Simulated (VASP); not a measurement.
The system is Os.

```
Os
1.0
     0.00000    1.94500    1.94500
     1.94500    0.00000    1.94500
     1.94500    1.94500    0.00000
Os
1
Direct
  0.00000 0.00000 0.00000
```

This isn't the form of Os at room conditions, which is hcp.

```yaml
Program: VASP 6.6.1
Task: relaxation of cell and atoms
Functional: LDA
Potentials_or_basis: VASP PAW LDA potentials, release 64 (Os)
Cutoff: 600 eV
k_mesh: 10 × 10 × 10
Occupations: methfessel-paxton, width 0.15 eV
Spin: no spin polarisation
```

At the start: pressure -24.4 GPa; volume 14.72 Å³/atom.

Question: Where does the relaxation end?

Answer: Over 5 steps the energy falls by 73.9 meV/atom and the volume is 13.80 Å³/atom (-6.2 %); space group Fm-3m (No. 225, to 0.05 Å).

The path:
| step | energy change (eV) | largest force (eV/Å) | pressure (GPa) | volume (Å³) |
| --- | --- | --- | --- | --- |
| 1 | 0.0000 | 0.0000 | -24.39 | 14.72 |
| 2 | 1.8620 | 0.0000 | 240.07 | 10.44 |
| 3 | -0.0727 | 0.0000 | -3.54 | 13.92 |
| 4 | -0.0738 | 0.0000 | -1.25 | 13.84 |
| 5 | -0.0739 | 0.0000 | 0.00 | 13.80 |

Final structure:
```
CELL_PARAMETERS angstrom
0.00000 1.90392 1.90392
1.90392 0.00000 1.90392
1.90392 1.90392 0.00000
ATOMIC_POSITIONS crystal
Os 0.00000 0.00000 0.00000
```
